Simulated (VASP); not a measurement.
# BN (F-43m) in VASP: phonons with AM05

Aim: the phonons of BN with AM05.

Everything below comes from runs of VASP 6.6.1. Logs are shortened: lines on timing, memory, paths and dates and some standing lists are left out, and cuts for length are marked.

### 1 The crystal as given

Symmetry: F-43m, No. 216, cubic system. The conventional cell has a = 3.626 Å, b = 3.626 Å, c = 3.626 Å, α = 90.00°, β = 90.00°, γ = 90.00°. Around B (site symmetry -43m) lie 4 N at 1.57 Å. N (site symmetry -43m) has 4 B at 1.57 Å as nearest neighbours.

The cell is a database's computed one.

### 2 Phonons, AM05

Contents of POSCAR:

```
BN
1.0
    0.0000000000      1.8130010000      1.8130010000
    1.8130010000      0.0000000000      1.8130010000
    1.8130010000      1.8130010000      0.0000000000
B N
1 1
Direct
    0.0000000000      0.0000000000      0.0000000000
    0.2500000000      0.2500000000      0.2500000000
```

Contents of INCAR.step1:

```
SYSTEM = BN
PREC = Accurate
ENCUT = 600
EDIFF = 1E-8
ISMEAR = 0
SIGMA = 0.02
LREAL = .FALSE.
LASPH = .TRUE.
NELM = 60
ALGO = Normal
ISIF = 3
LWAVE = .FALSE.
LCHARG = .FALSE.
GGA = AM
IBRION = 2
NSW = 40
EDIFFG = -0.002
```

Contents of INCAR.step2:

```
SYSTEM = BN
PREC = Accurate
ENCUT = 600
EDIFF = 1E-8
ISMEAR = 0
SIGMA = 0.02
LREAL = .FALSE.
LASPH = .TRUE.
NELM = 60
ALGO = Normal
ISIF = 2
LWAVE = .FALSE.
LCHARG = .FALSE.
GGA = AM
IBRION = 8
NSW = 1
```

Contents of KPOINTS:

```
Automatic mesh
0
G
  12 12 12
  0 0 0
```

Potentials or basis: VASP PAW PBE potentials, release 64 (B, N).

Command:

```sh
cat potpaw_PBE.64/B/POTCAR potpaw_PBE.64/N/POTCAR > POTCAR
cp INCAR.step1 INCAR
mpirun -np 1 vasp_std > vasp.out
cp CONTCAR POSCAR
cp INCAR.step2 INCAR
mpirun -np 1 vasp_std > vasp.out
```

OUTCAR:

```text
SYSTEM = BN
   PREC = Accurate
   ENCUT = 600
   EDIFF = 1E-8
   ISMEAR = 0
   LREAL = .FALSE.
   LASPH = .TRUE.
   NELM = 60
   ISIF = 2
   GGA = AM
   IBRION = 8
   NSW = 1

 ion  position               nearest neighbor table
   1  0.000  0.000  0.000-   2 1.56   2 1.56   2 1.56   2 1.56
   2  0.250  0.250  0.250-   1 1.56   1 1.56   1 1.56   1 1.56

  LATTYP: Found a face centered cubic cell.
 ALAT       =     3.6047239426

  Lattice vectors:

 A1 = (   0.0000000000,   1.8023619713,   1.8023619713)
 A2 = (   1.8023619713,   0.0000000000,   1.8023619713)
 A3 = (   1.8023619713,   1.8023619713,   0.0000000000)

Analysis of symmetry for initial positions (statically):
=====================================================================
 Subroutine PRICEL returns:
 Original cell was already a primitive cell.

 Routine SETGRP: Setting up the symmetry group for a
 face centered cubic supercell.

 Subroutine GETGRP returns: Found 24 space group operations
 (whereof 24 operations were pure point group operations)
 out of a pool of 48 trial point group operations.

The static configuration has the point symmetry T_d .

Analysis of symmetry for dynamics (positions and initial velocities):
=====================================================================
 Subroutine PRICEL returns:
 Original cell was already a primitive cell.

 Routine SETGRP: Setting up the symmetry group for a
 face centered cubic supercell.

 Subroutine GETGRP returns: Found 24 space group operations
 (whereof 24 operations were pure point group operations)
 out of a pool of 48 trial point group operations.

The dynamic configuration has the point symmetry T_d .

 Subroutine INISYM returns: Found 24 space group operations
 (whereof 24 operations are pure point group operations),
 and found     1 'primitive' translations

----------------------------------------------------------------------------------------

                                     Primitive cell

  volume of cell :      11.7100

  direct lattice vectors                    reciprocal lattice vectors
     0.000000000  1.802361971  1.802361971    -0.277413754  0.277413754  0.277413754
     1.802361971  0.000000000  1.802361971     0.277413754 -0.277413754  0.277413754
     1.802361971  1.802361971  0.000000000     0.277413754  0.277413754 -0.277413754

  length of vectors
     2.548924744  2.548924744  2.548924744     0.480494716  0.480494716  0.480494716

  position of ions in fractional coordinates (direct lattice)
     0.000000000  0.000000000  0.000000000
     0.250000000  0.250000000  0.250000000

  ion indices of the primitive-cell ions
   primitive index   ion index
                 1           1
                 2           2

----------------------------------------------------------------------------------------

 KPOINTS: Automatic mesh

Automatic generation of k-mesh.
 Grid dimensions read from file:
 generate k-points for:   12   12   12

 Generating k-lattice:

  Cartesian coordinates                     Fractional coordinates (reciprocal lattice)
    -0.023117813  0.023117813  0.023117813     0.083333333  0.000000000  0.000000000
     0.023117813 -0.023117813  0.023117813     0.000000000  0.083333333  0.000000000
     0.023117813  0.023117813 -0.023117813     0.000000000  0.000000000  0.083333333

  Length of vectors
     0.040041226  0.040041226  0.040041226

  Shift w.r.t. Gamma in fractional coordinates (k-lattice)
     0.000000000  0.000000000  0.000000000

[... 79 lines left out ...]
   LEPSILON=     F    determine dielectric tensor
   LRPA    =     F    only Hartree local field effects (RPA)
 non-spin polarized calculation
 Gauss-broadening in eV      SIGMA  =   0.02
  energy-cutoff  :      600.00
  volume of cell :       11.71
 maximum number of plane-waves:       399
   NGX = 11   NGY = 11   NGZ = 11

--------------------------------------- Ionic step        1  -------------------------------------------

 number of electron       7.9999999 magnetization

 Free energy of the ion-electron system (eV)
  ---------------------------------------------------
  ext. energy  EPLUGINS =         0.00000000
  ---------------------------------------------------
  free energy    TOTEN  =       -18.08964436 eV

  energy without entropy =      -18.08964436  energy(sigma->0) =      -18.08964436

 E-fermi :   7.6199     XC(G=0): -13.0241

 val. band max:        7.4979814884   @ k =   0.0000   0.0000   0.0000
 cond. band min:      11.7968647807   @ k =   0.5000   0.5000   0.0000
 fundamental gap:      4.2988832923
 Fermi energy:         7.6198783048

 k-point     1 :       0.0000    0.0000    0.0000
  band No.  band energies     occupation
      1     -12.8231      2.00000
      2       7.4980      2.00000
      3       7.4980      2.00000
      4       7.4980      2.00000
      5      16.2820      0.00000
      6      16.2820      0.00000
      7      16.2820      0.00000
      8      17.9771      0.00000
[... 243 lines left out ...]
 k-point    24 :      -0.4167    0.1667    0.0000
  band No.  band energies     occupation
      1      -8.1394      2.00000
      2      -2.6534      2.00000
      3       3.3212      2.00000
      4       4.8875      2.00000
      5      16.7285      0.00000
      6      19.7197      0.00000
      7      19.7754      0.00000
      8      23.2144      0.00000

 [... further k-points ...]

------------------------ aborting loop because EDIFF is reached ----------------------------------------

  FORCE on cell =-STRESS in cart. coord.  units (eV):
  Direction    XX          YY          ZZ          XY          YZ          ZX
  --------------------------------------------------------------------------------------
  -------------------------------------------------------------------------------------
  Total        0.0000597      0.0000597      0.0000597     -0.0000000      0.0000000      0.0000000
  in kB        0.0081687      0.0081687      0.0081687     -0.0000000      0.0000000      0.0000000
  external PRESSURE =       0.0081687 kB  Pullay stress =       0.0000000 kB

 VOLUME and BASIS-vectors are now :
 -----------------------------------------------------------------------------
  energy-cutoff  :      600.00
  volume of cell :       11.71
      direct lattice vectors                 reciprocal lattice vectors
     0.000000000  1.802361971  1.802361971    -0.277413754  0.277413754  0.277413754
     1.802361971  0.000000000  1.802361971     0.277413754 -0.277413754  0.277413754
     1.802361971  1.802361971  0.000000000     0.277413754  0.277413754 -0.277413754

 POSITION                                       TOTAL-FORCE (eV/Angst)
 -----------------------------------------------------------------------------------
      0.00000      0.00000      0.00000        -0.000000     -0.000000     -0.000000
      0.90118      0.90118      0.90118         0.000000      0.000000      0.000000
 -----------------------------------------------------------------------------------
    total drift:                                0.000000      0.000000      0.000000

  FREE ENERGIE OF THE ION-ELECTRON SYSTEM (eV)
  ---------------------------------------------------
  free  energy   TOTEN  =       -18.0896443632 eV

  energy  without entropy=      -18.0896443632  energy(sigma->0) =      -18.08964436

[... ionic steps 2 to 3 ...]

--------------------------------------- Ionic step        4  -------------------------------------------

------------------------ aborting loop because EDIFF is reached ----------------------------------------

[... ionic steps 5 to 6 ...]

--------------------------------------- Ionic step        7  -------------------------------------------

 Free energy of the ion-electron system (eV)
  ---------------------------------------------------
  ---------------------------------------------------
  free energy    TOTEN  =        -0.22904845 eV

  energy without entropy =       -0.22904845

------------------------ aborting loop because EDIFF is reached ----------------------------------------

 INTERNAL STRAIN TENSOR  FOR ION    2  DIRECTION 1   (eV/Angst):
 -----------------------------------------------------------------------------
    -0.01478  0.00000  0.00000
     0.00000  0.00849 -2.74226
     0.00000 -2.74226  0.00849

 INTERNAL STRAIN TENSOR FOR ION    2 for displacements in x,y,z  (eV/Angst):
          X           Y           Z          XY          YZ          ZX
  --------------------------------------------------------------------------------
  x     0.00000    -0.00000     0.00000     0.00000    -2.74226     0.00000
  y    -0.00000     0.00000     0.00000     0.00000     0.00000    -2.74226
  z    -0.00000     0.00000     0.00000    -2.74226     0.00000     0.00000

 SECOND DERIVATIVES (NOT SYMMETRIZED)
 ------------------------------------
               1X          1Y          1Z          2X          2Y          2Z
  1X   -24.898087    0.000000    0.000000   24.898087    0.000000    0.000000
  1Y     0.000000  -24.898087    0.000000    0.000000   24.898087    0.000000
  1Z     0.000000    0.000000  -24.898087    0.000000    0.000000   24.898087
  2X    24.898648    0.000000    0.000000  -24.898648    0.000000    0.000000
  2Y     0.000000   24.898648    0.000000    0.000000  -24.898648    0.000000
  2Z     0.000000    0.000000   24.898648    0.000000    0.000000  -24.898648

 Eigenvectors and eigenvalues of the dynamical matrix
 ----------------------------------------------------

   1 f  =   31.583065 THz   198.442250 2PiTHz 1053.497651 cm-1   130.617003 meV
             X         Y         Z           dx          dy          dz
      0.000000  0.000000  0.000000     0.751184   -0.000000    0.000000
      0.901181  0.901181  0.901181    -0.660093    0.000000    0.000000
[... 21 lines left out ...]
   6 f/i=    0.000177 THz     0.001109 2PiTHz    0.005889 cm-1     0.000730 meV
             X         Y         Z           dx          dy          dz
      0.000000  0.000000  0.000000    -0.476838    0.456451    0.000000
      0.901181  0.901181  0.901181    -0.542641    0.519440    0.000000

--------------------------------------------------------------------------------------------------------

 ELASTIC MODULI CONTR FROM IONIC RELAXATION (kBar)
 Direction    XX          YY          ZZ          XY          YZ          ZX
 --------------------------------------------------------------------------------
 XX          -0.0000     -0.0000      0.0000     -0.0000     -0.0000     -0.0000
 YY          -0.0000     -0.0000      0.0000      0.0000     -0.0000      0.0000
 ZZ           0.0000      0.0000     -0.0000      0.0000      0.0000      0.0000
 XY          -0.0000      0.0000      0.0000    -38.6903      0.0000      0.0000
 YZ          -0.0000     -0.0000      0.0000      0.0000    -38.6903     -0.0000
 ZX          -0.0000      0.0000      0.0000      0.0000     -0.0000    -38.6903
 --------------------------------------------------------------------------------
```

It took 45 s on 1 thread of Intel Xeon 6975P-C (Granite Rapids), shared host; peak memory 0.19 GiB.

Results:

* Relaxed volume: 5.85 Å³/atom
* Relaxed cell: a = 2.549 Å, b = 2.549 Å, c = 2.549 Å, α = 60.00°, β = 60.00°, γ = 60.00°
* Space group after relaxing (to 0.05 Å): F-43m (No. 216)
* Highest phonon frequency at Γ, LO-TO splitting left out: 1053 cm⁻¹

The path:
```
step  energy change (eV)  largest force (eV/Å)  pressure (GPa)  volume (Å³)
   1              0.0000                0.0000           -6.63        11.92
   2              0.0003                0.0000            7.27        11.50
   3             -0.0044                0.0000           -0.02        11.71
```

Final structure:
```cif
data_structure
_symmetry_space_group_name_H-M 'P 1'
_symmetry_Int_Tables_number 1
_cell_length_a 2.5489
_cell_length_b 2.5489
_cell_length_c 2.5489
_cell_angle_alpha 60.000
_cell_angle_beta 60.000
_cell_angle_gamma 60.000
_cell_volume 11.71
loop_
_atom_site_label
_atom_site_type_symbol
_atom_site_fract_x
_atom_site_fract_y
_atom_site_fract_z
_atom_site_occupancy
B1 B 0.00000 0.00000 0.00000 1
N1 N 0.25000 0.25000 0.25000 1
```

Phonon frequencies in cm⁻¹ (negative: imaginary):
```csv
q point,frequencies
"(0.000, 0.000, 0.000)",0 0 0 1053 1053 1053
```

Caveat: the PAW data sets were made with another functional, which shifts forces and pressure a little.
